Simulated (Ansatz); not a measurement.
# Telling polymorphs of SrTiO3 apart by 47Ti

Method: Kohn–Sham DFT in Ansatz, r2SCAN, plane waves and PAW, scalar-relativistic, 500 eV cutoff. Q(47Ti) = 302.0 mb, I = 5/2. The cells come from the COD, with the atoms relaxed (PBE, cell held). Spin–orbit coupling is left out.

(1) A calculated 47Ti parameter set reads: no gradient. Which structure does it belong to?
A. I4/mcm, 10 atoms in the cell run; Ti site: 6 O at 1.95–1.96 Å
B. Pm-3m, 5 atoms in the cell run; Ti site: 6 O at 1.95 Å

Results:

(1) B. SrTiO3 in Pm-3m gives no gradient; there Ti has 6 O at 1.95 Å. SrTiO3 in I4/mcm gives |C_Q| = 2.25 MHz, η = 0.00; there Ti has 6 O at 1.95–1.96 Å.
